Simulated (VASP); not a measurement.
# Hg2TeO: structure and properties in VASP, part 2 of 4

What structure does Hg2TeO take at this level, and what are its properties? The cell is invented: it takes the structure of COD entry 1010537, HgTe (space group 225 there), with some of its atoms replaced by other elements, volume scaled by an estimate. It may not be a known or stable phase.

VASP 6.6.1; BEEF-vdW; plane waves and PAW (Hg, Te, O); invented cell.

Still holding for the runs below: The k-mesh is coarse for a metal.

So far. Step 2 (Rough relaxation of the start cell): It ends with a largest force of 0.025 eV/Å and a pressure of 0.04 GPa. The relaxed cell has a = 3.823, c = 21.097 Å (conventional setting).

### Step 3. Relaxing cell and atoms (BEEF-vdW)

Properties are meant for the cell that this level of theory prefers, so cell and atoms are relaxed first (ISIF = 3) until forces and stress are small; EDIFFG sets the threshold.

Input file INCAR:

```
SYSTEM = Hg2TeO
PREC = Accurate
ENCUT = 520
EDIFF = 1E-06
NELM = 100
ISMEAR = 0
SIGMA = 0.05
LREAL = .FALSE.
ALGO = Normal
GGA = BF
LUSE_VDW = .TRUE.
ZAB_VDW = -1.8867
LASPH = .TRUE.
NBANDS = 24
LORBIT = 11
LWAVE = .FALSE.
LCHARG = .FALSE.
KPAR = 2
IBRION = 2
NSW = 60
ISIF = 3
EDIFFG = -0.01
```

Input file POSCAR:

```
Hg2TeO
1.0
    1.9114941746      1.1036019540      7.0322863104
   -1.9114941746      1.1036019540      7.0322863104
    0.0000000000     -2.2072039079      7.0322863104
Hg Te O
2 1 1
Direct
    0.7713842399      0.7713842399      0.7713842399
    0.2286157601      0.2286157601      0.2286157601
    0.0000000000      0.0000000000      0.0000000000
    0.5000000000      0.5000000000      0.5000000000
```

Input file KPOINTS:

```
Automatic mesh
0
Gamma
7 7 7
0 0 0
```

Potentials, in the order of the species: Hg, Te and O (PBE family, release 64).

The run is started by

```
$ mpirun -np 2 vasp_std
```

The program printed:

```text
[banner, memory and clock lines left out]
running    2 mpi-ranks, on    1 nodes
 distrk:  each k-point on    1 cores,    2 groups
 distr:  one band on    1 cores,    1 groups

 POSCAR found type information on POSCAR HgTeO
 POSCAR found :  3 types and       4 ions

     **************************************************************************
     Initializing libbeef V0.1.3 with the BEEF-vdW functional.
     **************************************************************************

 [... a notice as in an earlier step ...]

 [... a notice as in an earlier step ...]

 LDA part: xc-table for (Slater+PW92), standard interpolation
 POSCAR, INCAR and KPOINTS ok, starting setup
 FFT: planning ... GRIDC
 FFT: planning ... GRID_SOFT
 FFT: planning ... GRID
 WAVECAR not read
 entering main loop
       N       E                     dE             d eps       ncg     rms          rms(c)
DAV:   1     0.267383018069E+03    0.26738E+03   -0.17454E+04  2112   0.137E+03
DAV:   2     0.112343554792E+02   -0.25615E+03   -0.24634E+03  2408   0.339E+02
DAV:   3    -0.205517586468E+01   -0.13290E+02   -0.13161E+02  2416   0.772E+01
DAV:   4    -0.215914306945E+01   -0.10397E+00   -0.10389E+00  2384   0.701E+00
DAV:   5    -0.215997819246E+01   -0.83512E-03   -0.83502E-03  2536   0.636E-01    0.155E+01
DAV:   6    -0.802271284817E+00    0.13577E+01   -0.18121E+01  2960   0.404E+01    0.143E+01
DAV:   7     0.732649739143E+00    0.15349E+01   -0.16619E+01  2640   0.155E+01    0.697E+00
DAV:   8     0.826045878156E+00    0.93396E-01   -0.10340E+00  2328   0.609E+00    0.209E+00
DAV:   9     0.824377215149E+00   -0.16687E-02   -0.84698E-02  2264   0.194E+00    0.633E-01
DAV:  10     0.827465669804E+00    0.30885E-02   -0.10676E-02  2408   0.587E-01    0.359E-01
DAV:  11     0.826906880707E+00   -0.55879E-03   -0.13547E-03  2288   0.259E-01    0.109E-01
DAV:  12     0.827045489492E+00    0.13861E-03   -0.54914E-04  2704   0.152E-01    0.229E-02
DAV:  13     0.827034035627E+00   -0.11454E-04   -0.74117E-05  2168   0.543E-02    0.166E-02
DAV:  14     0.827032338676E+00   -0.16970E-05   -0.24947E-06  2056   0.110E-02    0.760E-03
DAV:  15     0.827031787979E+00   -0.55070E-06   -0.37739E-06  2272   0.124E-02
   1 F= 0.82703179E+00 E0= 0.82797309E+00  d E =0.827032E+00
 curvature:   0.00 expect dE= 0.000E+00 dE for cont linesearch  0.000E+00
 trial: gam= 0.00000 g(F)=  0.222E-02 g(S)=  0.686E-02 ort = 0.000E+00 (trialstep = 0.100E+01)
 search vector abs. value=  0.908E-02
 bond charge predicted
       N       E                     dE             d eps       ncg     rms          rms(c)
DAV:   1     0.809385910924E+00   -0.17646E-01   -0.18190E+00  2208   0.861E+00    0.644E-01
DAV:   2     0.815467062503E+00    0.60812E-02   -0.13080E-02  2408   0.985E-01    0.371E-01
DAV:   3     0.817598271225E+00    0.21312E-02   -0.74700E-03  2768   0.570E-01    0.261E-01
DAV:   4     0.818896708883E+00    0.12984E-02   -0.35633E-03  2528   0.415E-01    0.764E-02
DAV:   5     0.818860981241E+00   -0.35728E-04   -0.41535E-04  2160   0.149E-01    0.596E-02
DAV:   6     0.818854003013E+00   -0.69782E-05   -0.23456E-05  2432   0.277E-02    0.335E-02
DAV:   7     0.818850552530E+00   -0.34505E-05   -0.72641E-06  2376   0.221E-02    0.512E-03
DAV:   8     0.818850766167E+00    0.21364E-06   -0.92543E-07  1192   0.767E-03
   2 F= 0.81885077E+00 E0= 0.81983814E+00  d E =-.818102E-02
[... from here on, the cycles between the ionic steps are left out ...]
   3 F= 0.80360502E+00 E0= 0.80475700E+00  d E =-.234268E-01
   4 F= 0.81217786E+00 E0= 0.81291125E+00  d E =-.148539E-01
   5 F= 0.79932506E+00 E0= 0.80035922E+00  d E =-.277067E-01
   6 F= 0.79912320E+00 E0= 0.80010701E+00  d E =-.279086E-01
   7 F= 0.79908311E+00 E0= 0.80007495E+00  d E =-.279487E-01
   8 F= 0.79841109E+00 E0= 0.79935669E+00  d E =-.672017E-03
   9 F= 0.79840060E+00 E0= 0.79934996E+00  d E =-.682512E-03
 curvature:  -1.01 expect dE=-0.467E-03 dE for cont linesearch -0.738E-06
 trial: gam= 0.63978 g(F)=  0.119E-03 g(S)=  0.343E-03 ort =-0.243E-04 (trialstep = 0.201E+01)
 search vector abs. value=  0.763E-03
 bond charge predicted
       N       E                     dE             d eps       ncg     rms          rms(c)
DAV:   1     0.793321035379E+00   -0.50793E-02   -0.93017E-01  2120   0.589E+00    0.535E-01
DAV:   2     0.796289150174E+00    0.29681E-02   -0.21486E-02  2640   0.109E+00    0.280E-01
DAV:   3     0.797537812895E+00    0.12487E-02   -0.70450E-03  2824   0.501E-01    0.208E-01
DAV:   4     0.797888241439E+00    0.35043E-03   -0.81141E-04  2288   0.190E-01    0.138E-01
DAV:   5     0.797969851060E+00    0.81610E-04   -0.24759E-04  2384   0.117E-01    0.322E-02
DAV:   6     0.797977400053E+00    0.75490E-05   -0.44074E-05  2360   0.509E-02    0.131E-02
DAV:   7     0.797976186661E+00   -0.12134E-05   -0.62150E-06  2280   0.153E-02    0.743E-03
DAV:   8     0.797976344099E+00    0.15744E-06   -0.46525E-07  1104   0.437E-03
  10 F= 0.79797634E+00 E0= 0.79885563E+00  d E =-.424251E-03
 trial-energy change:   -0.000424  1 .order   -0.000409   -0.000898    0.000081
 step:   1.8589(harm=  1.8454)  dis= 0.00598  next Energy=     0.797973 (dE=-0.427E-03)
 reached required accuracy - stopping structural energy minimisation
```

The job ended after 32 min (2 MPI ranks of Intel Xeon 6975P-C (Granite Rapids), shared host; peak memory 2.6 GiB).

From OUTCAR (step 3):

```text
  LATTYP: Found a trigonal (rhomboedric) cell.
 ALAT       =     7.3705358017
 COS(alpha) =     0.8654827471

The static configuration has the point symmetry D_3d.

 Found     44 irreducible k-points:

   k-points           NKPTS =     44   k-points in BZ     NKDIM =     44   number of bands    NBANDS=     24

   dimension x,y,z NGX =    56 NGY =   56 NGZ =   56
   dimension x,y,z NGXF=   112 NGYF=  112 NGZF=  112

   ENCUT  =  520.0 eV  38.22 Ry    6.18 a.u.  13.70 13.70 13.70*2*pi/ulx,y,z

   NELECT =      36.0000    total number of electrons

 E-fermi :   3.4193

 k-point     1 :       0.0000    0.0000    0.0000
  band No.  band energies     occupation
    ...
     13      -1.8748      2.00000
     14       0.4463      2.00000
     15       1.7832      2.00000
     16       1.7832      2.00000
     17       1.9771      2.00000
     18       4.0545      0.00000
     19       4.0545      0.00000
     20       7.5671      0.00000
     21       7.7314      0.00000
     22       9.7264      0.00000
    ...

 k-point     2 :       0.1429    0.0000   -0.0000
  band No.  band energies     occupation
    ...
     14      -0.0715      2.00000
     15       1.7251      2.00000
     16       1.9747      2.00000
     17       2.3149      2.00000
     18       3.0535      2.00000
     19       3.7761      0.00000
     20       6.6289      0.00000
     21       8.5064      0.00000
     22      10.1226      0.00000
     23      10.4278      0.00000
    ...

Total vdW correction in eV:      5.9295624

  Total       -0.0038188     -0.0038188      0.0053869     -0.0000000      0.0000000      0.0000000
  in kB       -0.0688901     -0.0688901      0.0971767     -0.0000000      0.0000000      0.0000000
  external PRESSURE =      -0.0135345 kB  Pullay stress =       0.0000000 kB

  energy-cutoff  :      520.00
  volume of cell :       88.81
      direct lattice vectors                 reciprocal lattice vectors
     1.961194674  1.132296572  6.665786666     0.254946644  0.147193475  0.050006601
    -1.961194674  1.132296572  6.665786666    -0.254946644  0.147193475  0.050006601
     0.000000000 -2.264593144  6.665786666     0.000000000 -0.294386949  0.050006601

 POSITION                                       TOTAL-FORCE (eV/Angst)
 -----------------------------------------------------------------------------------
      0.00000      0.00000     15.39413        -0.000000     -0.000000     -0.004290
      0.00000      0.00000      4.60323         0.000000      0.000000      0.004290
      0.00000     -0.00000      0.00000         0.000000     -0.000000      0.000000
      0.00000      0.00000      9.99868         0.000000     -0.000000      0.000000
 -----------------------------------------------------------------------------------
    total drift:                                0.000000      0.000000     -0.000000

  FREE ENERGIE OF THE ION-ELECTRON SYSTEM (eV)
  ---------------------------------------------------
  free  energy   TOTEN  =         0.7979763441 eV

  energy  without entropy=        0.7997349070  energy(sigma->0) =        0.79885563

Total vdW correction in eV:      5.9295822

 total charge
# of ion       s       p       d       tot
------------------------------------------
    1        0.682   0.239   9.405  10.326
    2        0.682   0.239   9.405  10.326
    3        1.408   1.869   0.034   3.311
    4        1.609   3.221   0.000   4.829
--------------------------------------------------
tot          4.380   5.568  18.844  28.792

[... 2 parts as in an earlier step ...]

[... 7 further parts left out ...]
```

Relaxation path:

```
step  energy less that of the first step (eV)  largest force (eV/Å)  pressure (GPa)  volume (Å³)
   1                                   0.0000                0.1516           -0.02        89.01
   2                                  -0.0082                0.1080           -0.02        88.96
   3                                  -0.0234                0.0186            0.05        88.78
   4                                  -0.0149                0.2258            0.42        88.24
   5                                  -0.0277                0.0396            0.13        88.64
   6                                  -0.0279                0.0691            0.16        88.58
   7                                  -0.0279                0.0623            0.15        88.59
   8                                  -0.0286                0.0325           -0.17        89.13
   9                                  -0.0286                0.0351           -0.17        89.09
  10                                  -0.0291                0.0043            0.00        88.81
```

```
conventional cell, symmetrised  before   after  change
                         a (Å)   3.823   3.922  +2.6 %
                         b (Å)   3.823   3.922  +2.6 %
                         c (Å)  21.097  19.997  -5.2 %
              volume (Å³/atom)   22.25   22.20  -0.2 %
```

The atoms that moved most (Å, as changes of fractional coordinates times the final cell):

```
atom     dx     dy      dz  length
 Hg1  0.000  0.000  -0.032   0.032
 Hg2  0.000  0.000   0.032   0.032
```

Final coordinates:

```xyz
4
Lattice="1.9612 1.1323 6.6658 -1.9612 1.1323 6.6658 0.0000 -2.2646 6.6658" Properties=species:S:1:pos:R:3 pbc="T T T"
Hg    0.0000    0.0000   15.3941
Hg    0.0000    0.0000    4.6032
Te    0.0000    0.0000    0.0000
O     0.0000    0.0000    9.9987
```

Numbers from this step:

- irreducible k-points: 44
- free energy (TOTEN): 0.7980 eV
- energy at zero smearing: 0.7989 eV
- Fermi energy: 3.419 eV
- pressure: -0.001353 GPa
- SCF cycles over all ionic steps: 83

It ends with a largest force of 0.004 eV/Å and a pressure of 0.00 GPa.

(Continued in part 3 of 4.)

[Lines on the potential files, build, host, timing and source positions are cut from VASP's logs without a mark.]

[Logs are printed without paths, hosts, clocks, repeated set-up lines and the standing remarks that a program may print on its own settings, such as how far it seeks lower states.]

[Hosts, paths, dates, database ids (printed as entryN), source tags and the programs' standing remarks are cut or masked in the printed files.]

[A measured line is paired with the nearest computed mode of its activity, which favours agreement.]
